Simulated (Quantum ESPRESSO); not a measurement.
## SnSe under changes of volume

One of the cells (27.271 Å³/atom); the others are scaled copies at fixed shape and fractional positions:

```
CELL_PARAMETERS angstrom
0.00000 3.01000 3.01000
3.01000 0.00000 3.01000
3.01000 3.01000 0.00000
ATOMIC_POSITIONS crystal
Sn 0.00000 0.00000 0.00000
Se 0.50000 0.50000 0.50000
```

Measurements of this composition are mostly on another form, of space group No. 62.

- Program: Quantum ESPRESSO 7.5
- Functional: PBEsol
- Potentials or basis: PseudoDojo 0.4 FR PBEsol standard
- Cutoff: 1170 eV
- Density cutoff: 4680 eV
- k mesh: 6 × 6 × 6
- Occupations: fermi-dirac, width 0.05 eV
- Spin: spin-orbit coupling, no magnetisation

```tsv
volume (Å³/atom)	energy over the lowest point (meV/atom)	pressure (GPa)	gap on the mesh (eV)
25.635	?	?	?
26.180	0.00	-0.1	0.88
26.725	2.30	-1.2	0.78
27.271	8.18	-2.2	0.69
27.816	17.25	-3.1	0.61
28.362	29.18	-3.9	0.53
28.907	43.66	-4.6	0.46
```

Task: What does the run at 25.635 Å³/atom give?

Result: Energy over the lowest point 1.70 meV/atom; pressure 1.1 GPa; gap on the mesh 0.98 eV.

Worked out: A Birch-Murnaghan fit of order 3 (a polynomial in V^(-2/3)) to the other rows has its minimum at 26.13 Å³/atom, just outside them, with B0 = V·E''(V) = 57 GPa and B' = 4.4. It gives 1.68 meV/atom at 25.635 Å³/atom, against the run's 1.70, and -dE/dV = 1.1 GPa, against 1.1. A straight line through the other rows of the gap, of slope -4.23 eV per unit of ln V (its deformation potential), extrapolates to 0.96 eV, against the run's 0.98.

Energies are extrapolated to zero smearing.

A mesh can miss the band edges.
